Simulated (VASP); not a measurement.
Wanted: the native input for a VASP 6.6.1 run.

```yaml
Task: single point
Functional: PBE
Potentials_or_basis: VASP PAW PBE potentials, release 64 (Si_GW)
Cutoff: 500 eV
k_mesh: 6 × 6 × 6
Occupations: gaussian, width 0.02 eV
Spin: no spin polarisation
Further_INCAR_settings: ALGO = Normal; EDIFF = 1e-06; NBANDS = 8
```

The structure of Si lies in POSCAR:

```
Si
1.0
   -1.6269149300      1.6269149300      1.3203298500
    1.6269149300     -1.6269149300      1.3203298500
    1.6269149300      1.6269149300     -1.3203298500
Si
1
Direct
    0.0000000000      0.0000000000      0.0000000000
```

This isn't the form of Si at room conditions, which is diamond.

These files were run (other wordings do the same):

INCAR

```
SYSTEM = Si
ALGO = Normal ; EDIFF = 1E-6
ENCUT = 500 ; GGA = PE
ISIF = 2 ; ISMEAR = 0
LASPH = .TRUE. ; LCHARG = .FALSE.
LREAL = .FALSE. ; LWAVE = .FALSE.
NBANDS = 8 ; NELM = 100
PREC = Accurate ; SIGMA = 0.02
```

KPOINTS

```
k-points
0
G
  6 6 6
  0 0 0
```

Potentials or basis: VASP PAW PBE potentials, release 64 (Si_GW).

Launch:

```bash
$ cat potpaw_PBE.64/Si_GW/POTCAR > POTCAR
$ mpirun -np 1 vasp_std > vasp.out
```

Results of the run:

```json
{"Pressure": "2.3 GPa", "Band gap on the k mesh": "none (metal or under the smearing width)"}
```

Caveat: the k mesh is coarse (spacing up to 0.51 Å⁻¹), so the values aren't converged.

It used 2.4 s of CPU time on 1 thread of Intel(R) Xeon(R) Platinum 8488C (Sapphire Rapids) (shared host), which was overloaded at the time.
